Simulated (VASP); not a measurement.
## HfB2: equation of state with r2SCAN

Crystal: HfB2.

```
Hf B
1.0
     3.13619    0.00000    0.00000
    -1.56809    2.71602    0.00000
     0.00000    0.00000    3.47069
Hf B
1 2
Direct
  0.00000 0.00000 0.00000
  0.66667 0.33333 0.50000
  0.33333 0.66667 0.50000
```

```yaml
Program: VASP 6.6.1
Task: equation of state
Functional: r2SCAN
Potentials_or_basis: VASP PAW PBE potentials, release 64 (Hf_pv, B)
Cutoff: 520 eV
k_mesh: 8 × 8 × 8
Occupations: fermi-dirac, width 0.05 eV
Spin: no spin polarisation
```

The equilibrium volume is 9.86 Å³/atom, the bulk modulus at fixed shape and positions is 262 GPa and the pressure derivative of the bulk modulus is 3.9 (rough: it moves with the points fitted).

Energy against volume, from the lowest point:
| volume (Å³/atom) | energy (meV/atom) |
| --- | --- |
| 9.460 | 14.14 |
| 9.657 | 3.51 |
| 9.854 | 0.00 |
| 10.051 | 2.95 |
| 10.249 | 11.75 |

All runs of the series together: 3.6 min on 1 thread of Intel(R) Xeon(R) Platinum 8488C (Sapphire Rapids), with other jobs on the host.

Caveat: the cell was scaled at fixed shape and fractional positions, which overstates the stiffness of a crystal with free parameters, most of all of layers and chains; the PAW data sets were made with another functional, which shifts forces and pressure a little. Spin-orbit coupling is left out, which matters for the levels of Hf.
